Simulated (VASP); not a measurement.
## MgO (wurtzite): one PBE single-point calculation in two programs

```
CELL_PARAMETERS angstrom
3.28822 0.00000 0.00000
-1.64411 2.84768 0.00000
0.00000 0.00000 5.03437
ATOMIC_POSITIONS crystal
Mg 0.33333 0.66667 0.99016
Mg 0.66667 0.33333 0.49016
O 0.33333 0.66667 0.38484
O 0.66667 0.33333 0.88484
```

Each program uses its own PAW datasets. VASP's cell holds 16 valence electrons and Ansatz's 32. Ansatz's stress includes a Pulay correction; VASP's doesn't.

Cutoffs: 520 eV in VASP, 420 eV in Ansatz. k meshes: 12×12×6 and 12×12×6.

```tsv
	VASP	Ansatz
gap between bands v and c	3.54 eV	3.56 eV
least direct gap	3.54 eV	3.56 eV
pressure	3.5 GPa	3.9 GPa
largest force	0.01 eV/Å	0.02 eV/Å
```

Band v is the last that the valence electrons fill when counted band by band, and c is the next. Levels in eV from the top of v, Ansatz:

```json
{"point": "Γ", "v−1": "-0.36", "v": "0.00", "c": "3.56", "c+1": "8.59"}
{"point": "M", "v−1": "-0.78", "v": "-0.46", "c": "7.88", "c+1": "8.11"}
{"point": "K", "v−1": "-1.16", "v": "-1.16", "c": "8.39", "c+1": "8.40"}
{"point": "A", "v−1": "-0.52", "v": "-0.52", "c": "6.04", "c+1": "6.04"}
{"point": "L", "v−1": "-0.69", "v": "-0.69", "c": "7.45", "c+1": "7.45"}
{"point": "H", "v−1": "-0.36", "v": "-0.36", "c": "8.55", "c+1": "8.55"}
```

VASP:

```csv
point,v−1,v,c,c+1
Γ,-0.36,0.00,3.54,8.57
M,-0.79,-0.46,7.87,8.08
K,-1.16,-1.16,8.37,8.39
A,-0.52,-0.52,6.02,6.02
L,-0.69,-0.69,7.43,7.43
H,-0.36,-0.36,8.54,8.54
```

Forces (eV/Å), VASP:

```
atom     Fx     Fy      Fz
  Mg  0.000  0.000  -0.015
  Mg  0.000  0.000  -0.015
   O  0.000  0.000   0.015
   O  0.000  0.000   0.015
```

Ansatz:

```tsv
atom	Fx	Fy	Fz
Mg	0.000	0.000	-0.016
Mg	0.000	0.000	-0.016
O	0.000	0.000	0.016
O	0.000	0.000	0.016
```
